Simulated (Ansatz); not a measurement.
# Au-Zn stack of (100) layers: lattice stability ahead of a resistivity run, part 3 of 3

Question: is the lattice of Au-Zn stack of (100) layers stable, and if so, what are its coupling constant and resistivity?

Ansatz 0.2.0; DFT PBEsol, scalar-relativistic, plane waves, PAW; PAW set soft_1.

So far, highest frequency, solved or plainly interpolated (cm⁻¹): step 4 (lattice stability: q 2×2×1, k 6×6×1) 178.

**5. Phonons: q 3×3×1, k 9×9×1**

The interpolated branches dip below zero between the solved wavevectors, so the phonons are repeated with another q and k mesh.

Input file input.yaml:

```yaml
crystal:
  lattice:
    - [2.6963707319, 0.0, 0.0]
    - [0.0, 2.6963707319, 0.0]
    - [0.0, 0.0, 27.7257976725]
  atoms:
    - { symbol: Au, position: [0.0, 0.0, 0.197906431] }
    - { symbol: Zn, position: [0.5, 0.5, 0.2696328677] }
  periodic: [true, true, false]
kpoints:
  mp_grid: { grid: [9, 9, 1] }
hamiltonian:
  xc: pbesol
  pseudopotentials: { kind: paw, azcp: { folder: soft_1 }, xc_functional: pbe }
scf:
  occupations: { method: methfessel_paxton, width: 0.2 }
output:
  eigenvalues: true
phonons:
  method: dfpt
  qmesh: [3, 3, 1]
  temperatures: { t_max: 1000, t_step: 50 }
  qpath:
    path: [[0.0, 0.0, 0.0], [0.0, 0.5, 0.0], [0.5, 0.5, 0.0], [0.0, 0.0, 0.0]]
    npoints: 10
```

Started as:

```
$ ansatz run input.yaml --threads 8 --pin off --max-ram 20480MiB --backend cpu --events-out ev --progress --plain --runs-dir out
```

Numbers of over 12 decimals in the logs are rounded to 6 here.

The log of the run:

```text
[...]
Crystal: 2 atoms, lattice volume = 201.578 Å³
Basis set: ecut = 420 eV, 4009 PW (Γ), exchange–correlation on 40×40×384 points (8 copies of the dense FFT grid, shifted against one another)
Bands: 20, of which v1, the nominal top of the filled ones, is band 16 counted from 1 (15 counted from 0)
Symmetry: 8 space group operations
k-points: 15 of 81
[...]
SCF iter   1: F=—  HF=-16289.431722 eV  |F-HF|=—  |Δ(HF+E_count)|=         —  Δρ=2.66e-2  dr2=1.48e0  ethr=3.10e-3  ⟨swp⟩=12.4  Hψ=2580  notcnv=0
[...]
SCF iter  14: F=-16288.999117 eV  HF=-16288.999117 eV  |F-HF|=8.00e-11  |Δ(HF+E_count)|=  2.93e-10  S|Δr|=    0.00e0  Δρ=2.03e-8  dr2=1.18e-12  ethr=1.00e-12  ⟨swp⟩=17.1  Hψ=2597  notcnv=0
SCF 1 converged in 14 iterations: F = -16288.999117 eV  dr2 = 1.18e-12
[...]
SCF converged after 14 iterations
[...]
Free energy (F): -16288.999117 eV
[...]
Internal energy: -16288.994522 eV  (E = F + TS)
E sigma→0 (E₀):  -16288.997968 eV
Entropy (-TS):   -0.004595 eV (-2.298 meV/atom)
Fermi energy:    -4.745072 eV
[...]
--- Band table (eV; the first three rows and the last of 15) ---
  k-point 0: bands = [... 12 lower, -7.7063, -7.6185, -7.6185, -6.7530, -4.5197, -0.5636 (-0.5755°), 0.1637, 0.5811]
  k-point 1: bands = [... 12 lower, -8.1006, -7.5899, -7.4272, -6.9608, -3.9975, -0.3120 (-0.3235°), 0.4134, 0.8415]
  k-point 2: bands = [... 12 lower, -8.7683, -7.5218, -7.4451, -6.8841, -2.8450, 0.4167 (0.4079°), 1.1473, 1.4024]
  k-point 14: bands = [... 12 lower, -7.8563, -5.9167, -3.5923, -2.1171, -0.3230, 0.9489, 2.3083, 2.3172]
  ° read free of the cell's end (the report's vacuum.weakly_bound_levels)
[...]
ASR residual: 3.544e-5 → 0.000e0 eV/Å²; symmetrization residual: 2.663e-5 eV/Å²
  ASR residual per site (eV/Å²): 1.69e-5 3.54e-5
  Γ frequencies (cm⁻¹): 0.00 0.00 0.00 70.02 70.02 115.93
--- Phonons (arbitrary-q DFPT): 3 irreducible q on the 3×3×1 mesh ---
[...]
interpolated dispersion: 31 rows × 6 modes
[...]
```

Elapsed: 39 s, on 8 threads of Arm Neoverse V2, shared host; peak memory 1.3 GiB; 4.8 min of CPU time.

Numbers from this step:

* share of imaginary modes in the plain interpolation between solved wavevectors: 0.0317
* highest frequency, solved or plainly interpolated: 173.9 cm⁻¹

Solved on the 3×3×1 mesh alone; all other wavevectors are interpolated. The phonon branches at the labelled points (cm⁻¹):

| point | branch 1 | branch 2 | branch 3 | branch 4 | branch 5 | branch 6 |
| --- | --- | --- | --- | --- | --- | --- |
| Γ | 0 | 0 | 0 | 70 | 70 | 116 |
| halfway | 8 | 16 | 61 | 82 | 123 | 138 |
| X | 25 | 29 | 46 | 83 | 161 | 174 |
| halfway | 31 | 64 | 105 | 113 | 151 | 172 |
| M | 41 | 81 | 120 | 120 | 172 | 172 |
| halfway | 18 | 75 | 99 | 108 | 122 | 145 |
| Γ | 0 | 0 | 0 | 70 | 70 | 116 |

The phonon branches as a text plot (rows in cm⁻¹):

```
    170 |            ***************************
    162 |           *  *******      ***      *****
    154 |            **       ******            ****
    146 |         ***                               ***
    138 |       ****                              **   **
    130 |      *
    122 |    ** **                ****************  ***  *****
    114 |****                    ******         ****          ***
    106 |      *                 *                *******
     98 |    **               ***                   *****
     89 |                   **                           **
     81 |  **   ************  *       ************     **  ***
     73 |**    *                    **            *******     ***
     65 |  *****                 ***                     **
     57 |       *****       ** **
     49 |  **        **********                            ***
     41 |                 **          *******
     33 |                        *****       ***              **
     25 | *         *************               **            **
     17 |       *****                             *****
      9 |  *******                                     **
      1 |**                                                     *
     -7 |      *
    -15 | *****                                          *******
         Γ               X               M                      Γ
```

Lowest modes at the softest wavevector of the mesh. The modes at q = (0.000, -0.333, 0.000) (shares of kinetic energy by element, %):

| mode | frequency (cm⁻¹) | Au % | Zn % |
| --- | --- | --- | --- |
| 1 | 19.0 | 85 | 15 |
| 2 | 21.2 | 81 | 19 |
| 3 | 54.9 | 19 | 81 |
| 4 | 84.1 | 12 | 88 |
| 5 | 143.2 | 28 | 72 |
| 6 | 156.3 | 74 | 26 |

Displacements in mode 1 (19.0 cm⁻¹), the largest set to 1, in the home cell (x, y, z of the real part, then of the imaginary part):
```
Au1  0.00  0.00  1.00  0.00  0.01 -0.09
Zn2  0.00  0.56  0.16  0.00  0.26 -0.35
```

Displacements in mode 5 (143.2 cm⁻¹), the largest set to 1, in the home cell (x, y, z of the real part, then of the imaginary part):
```
Au1  0.00 -0.16 -0.17  0.00 -0.26  0.10
Zn2  0.00  1.00  0.00  0.00 -0.02  0.02
```

The modes has structure finer than the step of the table below, so its rows give means over 5 cm⁻¹, whole bins alone (the curve runs from -29.4 to 189 cm⁻¹). Peaks (cm⁻¹: height): Au 25.5: 0.0526, 47.5: 0.0175, 76.3: 0.0231, 94.1: 0.0215, 118.8: 0.021, 155.8: 0.0248, 170.9: 0.0514; Zn 25.5: 0.00961, 48.8: 0.0253, 76.3: 0.0431, 84.5: 0.0399, 118.8: 0.0394, 150.4: 0.0245.

Phonopy on the run's constants, 21x21x1 mesh, Gaussian sigma 2.0 cm⁻¹. Modes against wavenumber; means over each step; values in 1/cm⁻¹/cell:

| wavenumber (cm⁻¹) | Au | Zn |
| --- | --- | --- |
| -25 | 2.9e-4 | 1.0e-4 |
| -20 | 0.00722 | 0.00250 |
| -15 | 0.0114 | 0.00372 |
| -10 | 0.00492 | 0.00146 |
| -5 | 0.00452 | 0.00124 |
| 0 | 0.00247 | 7.5e-4 |
| 5 | 0.00562 | 0.00160 |
| 10 | 0.00869 | 0.00228 |
| 15 | 0.0187 | 0.00442 |
| 20 | 0.0359 | 0.00751 |
| 25 | 0.0494 | 0.00911 |
| 30 | 0.0323 | 0.00584 |
| 35 | 0.0203 | 0.00244 |
| 40 | 0.0116 | 8.9e-4 |
| 45 | 0.0108 | 0.0110 |
| 50 | 0.0105 | 0.0209 |
| 55 | 0.00655 | 0.0160 |
| 60 | 0.0104 | 0.0235 |
| 65 | 0.0129 | 0.0301 |
| 70 | 0.00884 | 0.0338 |
| 75 | 0.0190 | 0.0414 |
| 80 | 0.0141 | 0.0338 |
| 85 | 0.00851 | 0.0372 |
| 90 | 0.0107 | 0.0272 |
| 95 | 0.0172 | 0.0204 |
| 100 | 0.00604 | 0.0169 |
| 105 | 0.0107 | 0.0199 |
| 110 | 0.0134 | 0.0178 |
| 115 | 0.0122 | 0.0263 |
| 120 | 0.0185 | 0.0359 |
| 125 | 0.0107 | 0.0188 |
| 130 | 0.00859 | 0.0113 |
| 135 | 0.00985 | 0.0115 |
| 140 | 0.00904 | 0.0122 |
| 145 | 0.0147 | 0.0173 |
| 150 | 0.0145 | 0.0231 |
| 155 | 0.0206 | 0.0223 |
| 160 | 0.0174 | 0.0138 |
| 165 | 0.0278 | 0.00618 |
| 170 | 0.0436 | 0.00535 |
| 175 | 0.0190 | 0.00185 |
| 180 | 4.3e-4 | 3.6e-5 |
| 185 | 0 | 0 |

No LO-TO term; unit eigenvectors of the mass-weighted matrix. Modes at Γ, with each element's share of the kinetic energy:

| mode | frequency (cm⁻¹) | symmetry | Au % | Zn % |
| --- | --- | --- | --- | --- |
| 1 | 0.0 | unnamed | 75 | 25 |
| 2 | 0.0 | unnamed | 75 | 25 |
| 3 | 0.0 | unnamed | 75 | 25 |
| 4 | 70.0 | E | 25 | 75 |
| 5 | 70.0 | E | 25 | 75 |
| 6 | 115.9 | A1 | 25 | 75 |

Displacements in mode 5 (70.0 cm⁻¹), the largest set to 1:
```
Au1 -0.33 -0.01  0.00
Zn2  1.00  0.03  0.00
```

Displacements in mode 6 (115.9 cm⁻¹), the largest set to 1:
```
Au1  0.00  0.00 -0.33
Zn2  0.00  0.00  1.00
```

Among the solved wavevectors the lowest mode, translations apart, is 19 cm⁻¹, so these are real on this k mesh.

**6. Summary of results**

| Item | Value |
| --- | --- |
| phonon run of the rows without a label of their own | PBEsol, q 3×3×1, k 9×9×1 |
| softest mode on the q mesh | 19 cm⁻¹ at q = (0, -0.333, 0) |
| highest frequency, solved or plainly interpolated | 174 cm⁻¹ |

In words: No coupling constant or resistivity was obtained: no scattering run finished. The solved wavevectors are stable, but 3.2 % of the interpolated modes are imaginary, so no scattering result was obtained. Spin–orbit coupling, left out here, matters for Au. The PAW files were made for PBE; under other functionals the run regenerates their frozen core. The structure was built by hand as an ordered model, and its stability against other phases was not tested.

[Logs are printed without paths, hosts, clocks, repeated set-up lines and the standing remarks that a program may print on its own settings, such as how far it seeks lower states.]

[Hosts, paths, dates, database ids (printed as entryN), source tags and the programs' standing remarks are cut or masked in the printed files.]
